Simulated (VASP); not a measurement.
# TaN (P6_3/mmc) in VASP: further runs

Aim: see how the results for TaN move with the level of theory and the settings. Levels: optB88-vdW, optB86b-vdW, optPBE-vdW, PBE, LDA. Tasks: relaxation of cell and atoms.

All numbers are computed with VASP 6.6.1; they aren't measurements. Logs are shortened: lines on timing, memory, paths and dates and some standing lists are left out, and cuts for length are marked.

**1. The structure**

Symmetry: P6_3/mmc, No. 194, hexagonal system. The conventional cell has a = 2.922 Å, b = 2.922 Å, c = 5.917 Å, α = 90.00°, β = 90.00°, γ = 120.00°. Ta (site symmetry -3m) has 6 N at 2.24 Å as nearest neighbours. Around N (site symmetry -6m2) lie 6 Ta at 2.24 Å.

The cell comes from a database or a generator and needn't be the stable form of this composition.

**2. Relaxation of cell and atoms, optB88-vdW**

Contents of INCAR:

```
AGGAC = 0.0 ; ALGO = Normal
EDIFF = 1E-7 ; EDIFFG = -0.01
ENCUT = 600 ; GGA = BO
IBRION = 2 ; ISIF = 3
ISMEAR = -1 ; LASPH = T
LCHARG = F ; LREAL = F
LUSE_VDW = T ; LWAVE = F
NELM = 60 ; NSW = 60
PARAM1 = 0.1833333333 ; PARAM2 = 0.22
PREC = Accurate ; SIGMA = 0.05
```

Contents of KPOINTS:

```
k-points
0
Gamma
  10 10 5
```

Contents of POSCAR:

```
TaN
1.0
    2.9217699809      0.0000000000      0.0000000000
   -1.4608849905      2.5303270275      0.0000000000
    0.0000000000      0.0000000000      5.9165150000
Ta N
2 2
Direct
    0.0000000000      0.0000000000      0.5000000000
    0.0000000000      0.0000000000      0.0000000000
    0.3333333333      0.6666666667      0.2500000000
    0.6666666667      0.3333333333      0.7500000000
```

Potentials or basis: VASP PAW PBE potentials, release 64 (Ta_pv, N).

Run with:

```
cat potpaw_PBE.64/Ta_pv/POTCAR potpaw_PBE.64/N/POTCAR > POTCAR
mpirun -np 1 vasp_std > vasp.out
```

OUTCAR:

```text
EDIFF = 1E-7
   EDIFFG = -0.01
   ENCUT = 600
   GGA = BO
   IBRION = 2
   ISIF = 3
   ISMEAR = -1
   LASPH = T
   LREAL = F
   NELM = 60
   NSW = 60
   PREC = Accurate

 ion  position               nearest neighbor table
   1  0.000  0.000  0.500-   3 2.24   4 2.24   4 2.24   3 2.24   4 2.24   3 2.24   2 2.96   2 2.96

   2  0.000  0.000  0.000-   3 2.24   4 2.24   4 2.24   3 2.24   4 2.24   3 2.24   1 2.96   1 2.96

   3  0.333  0.667  0.250-   1 2.24   2 2.24   1 2.24   2 2.24   1 2.24   2 2.24
   4  0.667  0.333  0.750-   1 2.24   2 2.24   1 2.24   2 2.24   1 2.24   2 2.24

  LATTYP: Found a hexagonal cell.
 ALAT       =     2.9217699809
 C/A-ratio  =     2.0249763119

  Lattice vectors:

 A1 = (   2.9217699809,   0.0000000000,   0.0000000000)
 A2 = (  -1.4608849905,   2.5303270275,   0.0000000000)
 A3 = (   0.0000000000,   0.0000000000,   5.9165150000)

Analysis of symmetry for initial positions (statically):
=====================================================================
 Subroutine PRICEL returns:
 Original cell was already a primitive cell.

 Routine SETGRP: Setting up the symmetry group for a
 hexagonal supercell.

 Subroutine GETGRP returns: Found 24 space group operations
 (whereof 12 operations were pure point group operations)
 out of a pool of 24 trial point group operations.

The static configuration has the point symmetry D_3d.
 The point group associated with its full space group is D_6h.

Analysis of symmetry for dynamics (positions and initial velocities):
=====================================================================
 Subroutine PRICEL returns:
 Original cell was already a primitive cell.

 Routine SETGRP: Setting up the symmetry group for a
 hexagonal supercell.

 Subroutine GETGRP returns: Found 24 space group operations
 (whereof 12 operations were pure point group operations)
 out of a pool of 24 trial point group operations.

The dynamic configuration has the point symmetry D_3d.
 The point group associated with its full space group is D_6h.

 Subroutine INISYM returns: Found 24 space group operations
 (whereof 12 operations are pure point group operations),
 and found     1 'primitive' translations

----------------------------------------------------------------------------------------

                                     Primitive cell

  volume of cell :      43.7410

  direct lattice vectors                    reciprocal lattice vectors
     2.921769981  0.000000000  0.000000000     0.342258291  0.197602916  0.000000000
    -1.460884991  2.530327027  0.000000000     0.000000000  0.395205833  0.000000000
     0.000000000  0.000000000  5.916515000     0.000000000  0.000000000  0.169018417

  length of vectors
     2.921769981  2.921769981  5.916515000     0.395205833  0.395205833  0.169018417

  position of ions in fractional coordinates (direct lattice)
     0.000000000  0.000000000  0.500000000
     0.000000000  0.000000000  0.000000000
     0.333333333  0.666666667  0.250000000
     0.666666667  0.333333333  0.750000000

  ion indices of the primitive-cell ions
   primitive index   ion index
                 1           1
                 2           2
                 3           3
                 4           4

----------------------------------------------------------------------------------------

 KPOINTS: k-points

Automatic generation of k-mesh.
 Grid dimensions read from file:
 generate k-points for:   10   10    5

 Generating k-lattice:

  Cartesian coordinates                     Fractional coordinates (reciprocal lattice)
     0.034225829  0.019760292  0.000000000     0.100000000  0.000000000  0.000000000
     0.000000000  0.039520583  0.000000000     0.000000000  0.100000000  0.000000000
     0.000000000  0.000000000  0.033803683     0.000000000  0.000000000  0.200000000

  Length of vectors
     0.039520583  0.039520583  0.033803683

  Shift w.r.t. Gamma in fractional coordinates (k-lattice)
     0.000000000  0.000000000  0.000000000

 Subroutine IBZKPT returns following result:
 ===========================================

 Found     42 irreducible k-points:

 Following reciprocal coordinates:
            Coordinates               Weight
  0.000000  0.000000  0.000000      1.000000
  0.100000  0.000000  0.000000      6.000000
  0.200000  0.000000  0.000000      6.000000
  0.300000  0.000000  0.000000      6.000000
  0.400000  0.000000  0.000000      6.000000
  0.500000  0.000000  0.000000      3.000000
[... 16 lines left out ...]
  0.300000  0.100000  0.200000     24.000000
  0.400000  0.100000  0.200000     24.000000
 [... further k-points ...]
   k-points           NKPTS =     42   k-points in BZ     NKDIM =     42   number of bands    NBANDS=     20
   number of dos      NEDOS =    301   number of ions     NIONS =      4
   total plane-waves  NPLWV =  27648
   dimension x,y,z NGX =    24 NGY =   24 NGZ =   48
   dimension x,y,z NGXF=    48 NGYF=   48 NGZF=   96
   ions per type =               2   2
   NGX,Y,Z   is equivalent  to a cutoff of  13.66, 13.66, 13.49 a.u.
   NGXF,Y,Z  is equivalent  to a cutoff of  27.31, 27.31, 26.97 a.u.
 SYSTEM =  unknown system
   PREC   = accura    normal or accurate (medium, high low for compatibility)
   ISTART =      0    job   : 0-new  1-cont  2-samecut
   ICHARG =      2    charge: 1-file 2-atom 10-const
   ISPIN  =      1    spin polarized calculation?
   LNONCOLLINEAR =      F non collinear calculations
   LSORBIT =      F    spin-orbit coupling
   LASPH  =      T    aspherical Exc in radial PAW
   ENCUT  =  600.0 eV  44.10 Ry    6.64 a.u.   5.84  5.84 11.82*2*pi/ulx,y,z
   NELM   =     60;   NELMIN=  2; NELMDL= -5     # of ELM steps
   EDIFF  = 0.1E-06   stopping-criterion for ELM
   LREAL  =      F    real-space projection
   EDIFFG = -.1E-01   stopping-criterion for IOM
   NSW    =     60    number of steps for IOM
   IBRION =      2    ionic relax: 0-MD 1-quasi-New 2-CG
   NFREE  =      1    steps in history (QN), initial steepest desc. (CG)
   ISIF   =      3    stress and relaxation
   ISYM   =      2    0-nonsym 1-usesym 2-fastsym
   POTIM  = 0.5000    time-step for ionic-motion
   TEBEG  =    0.0;   TEEND  =   0.0 temperature during run
   PSTRESS=    0.0 pullay stress
   NELECT =      32.0000    total number of electrons
   NUPDOWN=      -1.0000    fix difference up-down
   EMIN   =  10.00;   EMAX   =-10.00  energy-range for DOS
   EFERMI =   0.00;   METHOD = LEGACY
   ISMEAR =    -1;   SIGMA  =   0.05  broadening in eV -4-tet -1-fermi 0-gaus
   EFERMI_NEDOS =   21; number of points for ismear=-14 and -15
   IALGO  =     38    algorithm
   IMIX   =      4    mixing-type and parameters
     AMIX     =   0.40;   BMIX     =  1.00
     AMIX_MAG =   1.60;   BMIX_MAG =  1.00
  volume/ion in A,a.u.               =      10.94        73.79
  Fermi-wavevector in a.u.,A,eV,Ry     =   1.475124  2.787581 29.606163  2.175992
  Thomas-Fermi vector in A             =   2.589812
   LORBIT       =      0    0 simple, 1 ext, 2 COOP (PROOUT), +10 PAW based schemes
   GGA     = BO    functional components
   LHFCALC =     F    Hartree Fock is set to
   AEXX    =    0.0000 exact exchange contribution
   IVDW_NL    =     1    kernel type
   BPARAM     = 6.3000
   IVDW    =     0    specifies the selected vdW correction
   LEPSILON=     F    determine dielectric tensor
   LRPA    =     F    only Hartree local field effects (RPA)
 conjugate gradient relaxation of ions
 non-spin polarized calculation
  energy-cutoff  :      600.00
  volume of cell :       43.74
 maximum number of plane-waves:      1476
 NGX is ok and might be reduce to    24
   NGX = 11   NGY = 11   NGZ = 23

--------------------------------------- Ionic step        1  -------------------------------------------

 number of electron      32.0000005 magnetization

 Free energy of the ion-electron system (eV)
  ---------------------------------------------------
  ext. energy  EPLUGINS =         0.00000000
  ---------------------------------------------------
  free energy    TOTEN  =       -35.98203873 eV

  energy without entropy =      -35.97167090  energy(sigma->0) =      -35.97685482

------------------------ aborting loop because EDIFF is reached ----------------------------------------

  FORCE on cell =-STRESS in cart. coord.  units (eV):
  Direction    XX          YY          ZZ          XY          YZ          ZX
  --------------------------------------------------------------------------------------
  -------------------------------------------------------------------------------------
  Total       -0.0420321     -0.0420321      0.0684205      0.0000000     -0.0000000      0.0000000
  in kB       -1.5395813     -1.5395813      2.5061567      0.0000000     -0.0000000      0.0000000
  external PRESSURE =      -0.1910020 kB  Pullay stress =       0.0000000 kB

 VOLUME and BASIS-vectors are now :
 -----------------------------------------------------------------------------
  energy-cutoff  :      600.00
  volume of cell :       43.74
      direct lattice vectors                 reciprocal lattice vectors
     2.921769981  0.000000000  0.000000000     0.342258291  0.197602916  0.000000000
    -1.460884991  2.530327027  0.000000000     0.000000000  0.395205833  0.000000000
     0.000000000  0.000000000  5.916515000     0.000000000  0.000000000  0.169018417
[... 50 lines left out ...]
  FREE ENERGIE OF THE ION-ELECTRON SYSTEM (eV)
  ---------------------------------------------------
  free  energy   TOTEN  =       -35.9820428451 eV

  energy  without entropy=      -35.9716646963  energy(sigma->0) =      -35.97685377

Total vdW correction in eV:      3.8133668

--------------------------------------- Ionic step        3  -------------------------------------------

 number of electron      32.0000005 magnetization

 Free energy of the ion-electron system (eV)
  ---------------------------------------------------
  ext. energy  EPLUGINS =         0.00000000
  ---------------------------------------------------
  free energy    TOTEN  =       -35.98206476 eV

  energy without entropy =      -35.97169184  energy(sigma->0) =      -35.97687830

 E-fermi :   7.9932     XC(G=0): -13.2247

 val. band max:        7.9603351105   @ k =   0.1000   0.1000   0.4000
 cond. band min:       7.9955512844   @ k =   0.1000   0.0000   0.2000
 fundamental gap:      0.0352161739
 Fermi energy:         7.9931697018

 k-point     1 :       0.0000    0.0000    0.0000
  band No.  band energies     occupation
      1     -27.6778      2.00000
      2     -26.9492      2.00000
      3     -26.7002      2.00000
      4     -26.7002      2.00000
      5     -26.6410      2.00000
      6     -26.6410      2.00000
[... 12 lines left out ...]
     19       8.5362      0.00004
     20      10.2640      0.00000
[... 507 lines left out ...]
 k-point    24 :       0.4000    0.1000    0.2000
  band No.  band energies     occupation
      1     -27.6894      2.00000
      2     -27.5851      2.00000
      3     -27.3613      2.00000
      4     -26.9932      2.00000
      5     -26.9302      2.00000
      6     -26.8593      2.00000
[... 12 lines left out ...]
     19      11.8760      0.00000
     20      12.6598      0.00000

 [... further k-points ...]
[... 5 lines left out ...]
  --------------------------------------------------------------------------------------
  -------------------------------------------------------------------------------------
  Total       -0.0012476     -0.0012476     -0.0044234      0.0000000     -0.0000000      0.0000000
  in kB       -0.0457037     -0.0457037     -0.1620381      0.0000000     -0.0000000      0.0000000
  external PRESSURE =      -0.0844818 kB  Pullay stress =       0.0000000 kB

 VOLUME and BASIS-vectors are now :
 -----------------------------------------------------------------------------
  energy-cutoff  :      600.00
  volume of cell :       43.74
      direct lattice vectors                 reciprocal lattice vectors
     2.920995614  0.000000000  0.000000000     0.342349025  0.197655302  0.000000000
    -1.460497807  2.529656406  0.000000000    -0.000000000  0.395310603  0.000000000
     0.000000000 -0.000000000  5.919067538     0.000000000  0.000000000  0.168945530

 POSITION                                       TOTAL-FORCE (eV/Angst)
 -----------------------------------------------------------------------------------
     -1.46050      2.52966      2.95953         0.000000      0.000000      0.000000
     -1.46050      2.52966      0.00000         0.000000     -0.000000      0.000000
     -0.00000      1.68644      1.47977        -0.000000     -0.000000     -0.000000
      1.46050      0.84322      4.43930         0.000000      0.000000     -0.000000
 -----------------------------------------------------------------------------------
    total drift:                               -0.000000      0.000000     -0.000000

  FREE ENERGIE OF THE ION-ELECTRON SYSTEM (eV)
  ---------------------------------------------------
  free  energy   TOTEN  =       -35.9820647638 eV

  energy  without entropy=      -35.9716918411  energy(sigma->0) =      -35.97687830

Total vdW correction in eV:      3.8137056

 reached required accuracy - stopping structural energy minimisation
```

It took 3.3 min on 1 thread of Intel Xeon Platinum 8259CL at 2.50GHz (Skylake/Cascade Lake), shared host; peak memory 0.38 GiB.

What came out:

```
Free energy               : -35.9821 eV
Energy gained by relaxing : 0.0 meV/atom
Ionic steps               : 3
Pressure after relaxing   : 0.0 GPa
Band gap on the k mesh    : none (metal or under the smearing width)
```

Final structure:
```
CELL_PARAMETERS angstrom
2.92100 0.00000 0.00000
-1.46050 2.52966 0.00000
0.00000 0.00000 5.91907
ATOMIC_POSITIONS crystal
Ta 0.00000 0.00000 0.50000
Ta 0.00000 0.00000 0.00000
N 0.33333 0.66667 0.25000
N 0.66667 0.33333 0.75000
```

Caveat: the PAW data sets were made with another functional, which shifts forces and pressure a little.

**3. Relaxation of cell and atoms, optB86b-vdW**

Contents of INCAR:

```
SYSTEM = TaN
  AGGAC = 0.0
  ALGO = Normal
  EDIFF = 1E-7
  EDIFFG = -0.02
  ENCUT = 600
  GGA = MK
  IBRION = 2
  ISIF = 3
  ISMEAR = -1
  LASPH = .True.
  LCHARG = .False.
  LREAL = .False.
  LUSE_VDW = .True.
  LWAVE = .False.
  NELM = 60
  NSW = 60
  PARAM1 = 0.1234
  PARAM2 = 1.0
  PREC = Accurate
  SIGMA = 0.05
```

Contents of KPOINTS:

```
k-points
0
Gamma
  10 10 5
  0 0 0
```

POSCAR is that of step 2.

Potentials or basis: VASP PAW PBE potentials, release 64 (Ta_pv, N).

Run with:

```
cat potpaw_PBE.64/Ta_pv/POTCAR potpaw_PBE.64/N/POTCAR > POTCAR
mpirun -np 1 vasp_std > vasp.out
```

Run time: 6.8 min. Hardware: 1 thread of Intel Xeon Platinum 8259CL at 2.50GHz (Skylake/Cascade Lake), shared host; peak memory 0.39 GiB.

The run converged. Its results:

```yaml
Free_energy: -36.9887 eV
Relaxed_volume: 10.80 Å³/atom
Relaxed_cell: a = 2.907 Å, b = 2.907 Å, c = 5.899 Å, α = 90.00°, β = 90.00°, γ = 120.00°
Space_group_after_relaxing_to_0.05_Å: P6_3/mmc (No. 194)
Energy_gained_by_relaxing: 1.8 meV/atom
Ionic_steps: 6
Pressure_after_relaxing: 0.1 GPa
Band_gap_on_the_k_mesh: none (metal or under the smearing width)
```

Step by step:
| step | energy change (eV) | largest force (eV/Å) | pressure (GPa) | volume (Å³) |
| --- | --- | --- | --- | --- |
| 1 | 0.0000 | 0.0000 | -4.16 | 43.74 |
| 2 | 0.0313 | 0.0000 | 10.44 | 41.97 |
| 3 | -0.0073 | 0.0000 | -0.01 | 43.20 |
| 4 | -0.0073 | 0.0000 | 0.07 | 43.19 |
| 5 | -0.0073 | 0.0000 | 0.03 | 43.18 |
| 6 | -0.0074 | 0.0000 | 0.05 | 43.18 |

Final structure:
```
Ta N
1.0
     2.90735    0.00000    0.00000
    -1.45368    2.51784    0.00000
     0.00000    0.00000    5.89909
Ta N
2 2
Cartesian
  0.0000 0.0000 2.9495
  0.0000 0.0000 0.0000
  0.0000 1.6786 1.4748
  1.4537 0.8393 4.4243
```

Levels at points of the mesh, in eV from the Fermi level:
```csv
k point,band 14,band 15,band 16,band 17,band 18,band 19
"(0.00, 0.00, 0.00)",-1.97,-1.97,-0.23,-0.23,0.57,0.57
"(0.50, 0.00, 0.00)",-3.73,-2.79,-2.16,2.87,4.05,4.87
```

Caveat: the PAW data sets were made with another functional, which shifts forces and pressure a little.

(Part 1 of 2 ends here.)
